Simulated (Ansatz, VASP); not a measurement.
## One calculation of AlAu2, two programs

```
Au Al
1.0
    -1.66030    1.66030    4.36955
     1.66030   -1.66030    4.36955
     1.66030    1.66030   -4.36955
Au Al
2 1
Direct
  0.34373 0.34373 0.00000
  0.65627 0.65627 0.00000
  0.00000 0.00000 0.00000
```

Change from the starting cell: volume scaled by 0.98.

Alike in both runs: task single point; functional PBEsol; k mesh 11 × 11 × 11; occupations fermi-dirac, width 0.05 eV; no spin polarisation.

```csv
,VASP,Ansatz
version,VASP 6.6.1,Ansatz 0.2.0
potentials or method,"VASP PAW PBE potentials, release 64 (Au, Al)",Ansatz PAW
plane-wave cutoff (eV),520,420
valence electrons in the cell,25,41
```

VASP gave:

* gap on the k mesh at the Fermi level (eV): none
* pressure (GPa): 0.5
* largest component of the traceless stress (GPa): 0.36
* rms of the force components (eV/Å): 0.043

Task: Estimate Ansatz's values.

Result: gap on the k mesh at the Fermi level (eV): none; pressure (GPa): 0.8; largest component of the traceless stress (GPa): 0.41; rms of the force components (eV/Å): 0.042.

Atom by atom the forces differ by 0.001 eV/Å (rms over components). A gap of «none» marks a metal or a gap that the smearing closes. The two sets of potentials don't hold the same shells in valence.

Caveats: the PAW data sets were made with another functional, which shifts forces and pressure a little (VASP); the PAW data sets come from PBE, with cores solved anew for the run's functional, which leaves a small shift of forces and pressure (Ansatz). The runs have no spin-orbit coupling, so splittings on Au are missing.
